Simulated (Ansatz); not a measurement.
Here are 5 structures of HfO2, each relaxed with r2SCAN (Ansatz). Computed values for non-magnetic cells; some structures come from databases, others from prototypes and may be hypothetical.

anatase:
Space group I4_1/amd:1 (No. 141). a = 3.993 Å, b = 3.993 Å, c = 10.545 Å, α = 90.00°, β = 90.00°, γ = 90.00°

| atom | site | symmetry | x | y | z |
| --- | --- | --- | --- | --- | --- |
| Hf | 4a | -4m2 | 0.0000 | 0.5000 | 0.2500 |
| O | 8e | 2mm. | 0.0000 | 0.5000 | 0.0479 |

fluorite:
Space group Fm-3m (No. 225). a = 5.058 Å, b = 5.058 Å, c = 5.058 Å, α = 90.00°, β = 90.00°, γ = 90.00°

| atom | site | symmetry | x | y | z |
| --- | --- | --- | --- | --- | --- |
| Hf | 4a | m-3m | 0.0000 | 0.0000 | 0.0000 |
| O | 8c | -43m | 0.2500 | 0.7500 | 0.7500 |

rutile:
Space group P4_2/mnm (No. 136). a = 4.838 Å, b = 4.838 Å, c = 3.220 Å, α = 90.00°, β = 90.00°, γ = 90.00°

| atom | site | symmetry | x | y | z |
| --- | --- | --- | --- | --- | --- |
| Hf | 2a | m.mm | 0.0000 | 0.0000 | 0.0000 |
| O | 4f | m.2m | 0.3050 | 0.3050 | 0.0000 |

database P2_1/c (12 atoms):
Space group P2_1/c (No. 14). a = 5.114 Å, b = 5.181 Å, c = 5.295 Å, α = 90.00°, β = 99.45°, γ = 90.00°

| atom | site | symmetry | x | y | z |
| --- | --- | --- | --- | --- | --- |
| Hf | 4e | 1 | 0.2762 | 0.0418 | 0.2082 |
| O | 4e | 1 | 0.4479 | 0.7577 | 0.4785 |
| O | 4e | 1 | 0.0702 | 0.3339 | 0.3439 |

polar orthorhombic HfO2 sites, Pca2_1:
Space group Pca2_1 (No. 29). a = 5.247 Å, b = 5.030 Å, c = 5.059 Å, α = 90.00°, β = 90.00°, γ = 90.00°
```json
{"atom": "Hf", "site": "4a", "symmetry": "1", "x": "0.0325", "y": "0.2670", "z": "0.2411"}
{"atom": "O", "site": "4a", "symmetry": "1", "x": "0.3670", "y": "0.0700", "z": "0.3808"}
{"atom": "O", "site": "4a", "symmetry": "1", "x": "0.7322", "y": "0.4611", "z": "0.4911"}
```

(1) Order them by r2SCAN energy an atom, lowest first.
A. rutile
B. database P2_1/c (12 atoms)
C. polar orthorhombic HfO2 sites, Pca2_1
D. anatase
E. fluorite

(2) Does the order change among the functionals that relaxed these cells?

(3) What gaps does HSE06 give on these cells?

(4) What gaps does PBE give on these cells?

## Answers

(1) B (0 meV/atom), C (21 meV/atom), D (34 meV/atom), A (41 meV/atom), E (81 meV/atom).

(2) Yes. PBE puts anatase lowest instead. PBEsol agrees on the lowest cell. PBEsol: anatase 40, fluorite 72, rutile 58, database P2_1/c (12 atoms) 0, polar orthorhombic HfO2 sites, Pca2_1 20 meV an atom. PBE: anatase 0, fluorite 94, rutile 30, database P2_1/c (12 atoms) 4, polar orthorhombic HfO2 sites, Pca2_1 31 meV an atom.

(3) anatase: 6.13 i (M → Γ); fluorite: 5.41 d (X); database P2_1/c (12 atoms): 5.69 i (Γ → Y₂); polar orthorhombic HfO2 sites, Pca2_1: 6.08 i (Γ → (0.266, -1/2, 0.354)) (eV; d direct, i indirect).

(4) anatase: 4.46 i (M → Γ); fluorite: 3.80 d (X); rutile: 3.98 d (Γ); database P2_1/c (12 atoms): 4.09 i (Γ → Y₂) (eV; d direct, i indirect).

Spin-orbit coupling is left out, which matters wherever the heavy atoms make up the band edges.

Where an edge lies off the special points, it is a point of the mesh or the k point where a search put PBE's edge or least direct gap, reused for the other functionals, whose own edges may lie a little apart.

Coordinates of k points refer to the reciprocal vectors of the primitive cell of the runs.

The meshes of the hybrids are coarse, so their gaps aren't converged to the digits shown.
